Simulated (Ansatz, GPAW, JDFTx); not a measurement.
Equation of state of Ni under PBEsol

It takes space group Im-3m (No. 229, cubic). Conventional cell: a = 2.767 Å, b = 2.767 Å, c = 2.767 Å, α = 90.00°, β = 90.00°, γ = 90.00°. Around Ni (site symmetry m-3m) lie 8 Ni at 2.40 Å.

This isn't the form of Ni at room conditions, which is fcc.

The cell was scaled at fixed shape and fractions and run with Ansatz, all-electron LAPW, scalar-relativistic; PBEsol, k mesh 13 × 13 × 13 on the cell of 1 atom, fermi-dirac occupations of 0.05 eV, collinear spin, ferromagnetic start, no spin-orbit coupling. Energies are those that the program minimises, any entropy of the smearing included. For a metal such a mesh isn't converged to the digits shown. The magnetic state is the one that the start led to, which needn't be the lowest.

```tsv
V (Å³/atom)	energy over the lowest row (meV/atom)
9.9616	18.64
10.1735	5.87
10.3855	0.00
10.5974	0.35
10.8094	?
11.0213	17.07
11.2333	32.29
```

Problem. Fit the third-order Birch-Murnaghan form, give V0, B0 and B′, and predict the energy left open.

Solution. With y = (V0/V)^(2/3), E = E0 + (9 V0 B0/16) [(y - 1)³ B′ + (y - 1)² (6 - 4y)]. Least squares through the rows shown give V0 = 10.4778 Å³/atom, E0 = -0.56 meV, B0 = 220.2 GPa (1 eV/Å³ = 160.218 GPa) and B′ = 4.61, with a largest miss of 0.01 meV. At V = 10.8094 the form with these constants gives 6.24 meV; the run gave 6.24 meV an atom. Other set-ups at this level, from all their volumes (Å³/atom, GPa): GPAW, PAW data sets generated for this functional: V0 10.626, B0 221.7; JDFTx, PseudoDojo-SR-PBEsol-0.4.1-standard with smoothed tails: V0 10.482, B0 220.5.
